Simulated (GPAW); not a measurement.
Runs of GPAW 26.7.0 on MnS. Symmetry: Fm-3m, No. 225, cubic system. Conventional cell: a = 5.209 Å, b = 5.209 Å, c = 5.209 Å, α = 90.00°, β = 90.00°, γ = 90.00°. Mn (site symmetry m-3m) has 6 S at 2.60 Å as nearest neighbours. Around S (site symmetry m-3m) lie 6 Mn at 2.60 Å. 

```csv
task,level,potentials or basis,cell,k mesh,cutoff (eV),smearing,maxiter,band path,band points,eigensolver,convergence,gap on the mesh (eV),pressure (GPa),moment (μB)
band structure,r2SCAN,"GPAW PAW data sets (gpaw-data 1.2.1), pw",as given,9 × 9 × 9,600,fermi-dirac 0.05 eV,150,"GXWKGLUWLK,UX",60,-,-,-,0.9,4.97
single point,PBE,"GPAW PAW data sets (gpaw-data 1.2.1), pw",as given,9 × 9 × 9,600,gaussian 0.024 eV,150,-,-,-,-,none,-2.9,4.70
single point,PBEsol,"PAW data sets generated in the run's folder for this functional, pw",as given,9 × 9 × 9,600,gaussian 0.1 eV,150,-,-,-,-,none,(c),4.66
band structure,BLYP,"PAW data sets generated in the run's folder for this functional, pw",as given,9 × 9 × 9,600,fermi-dirac 0.05 eV,150,"GXWKGLUWLK,UX",80,davidson,-,-,1.2,4.62
single point,LDA,"the program's PAW data sets (release 1.2.1) made for this functional, pw",as given,7 × 7 × 7,450,fermi-dirac 0.05 eV,120,-,-,-,default,none,-11.6,4.56
band structure,LDA,"the program's PAW data sets (release 1.2.1) made for this functional, pw",as given,9 × 9 × 9,600,fermi-dirac 0.05 eV,150,"GXWKGLUWLK,UX",80,-,-,-,-11.7,(b)
band structure,PBE,"GPAW PAW data sets (gpaw-data 1.2.1), pw",as given,9 × 9 × 9,600,fermi-dirac 0.05 eV,150,"GXWKGLUWLK,UX",80,-,-,-,-3.0,(a)
relaxation of cell and atoms,BLYP+D3(BJ),"PAW data sets generated in the run's folder for this functional, pw",relaxed,9 × 9 × 9,600,fermi-dirac 0.05 eV,150,-,-,davidson,density=1e-05 forces=0.0001,none,-0.5,(d)
```

Alike in all rows: spin collinear, ferromagnetic start.

**Question.** Fill in the values left out.

**Answer.** (a) 4.69; (b) 4.53; (c) -7.2; (d) 4.11.

Caveats: a cell with one magnetic atom can't hold antiferromagnetic order, which such compounds often take; semilocal functionals often make such compounds metallic where correlation or magnetic order opens a gap, which also shifts bond lengths; the PAW data sets were made with another functional, which shifts forces and pressure a little (some runs); the cutoff is short for stress and forces, so pressures can be off by a GPa or more (some runs); each step starts from the last one's moments, so a moment once lost doesn't come back (some runs); later steps reuse the first step's grids (some runs).

A k mesh can miss the band edges.

A gap of «none» marks a metal or a gap under the smearing width.

Not every run made on this cell is shown here.
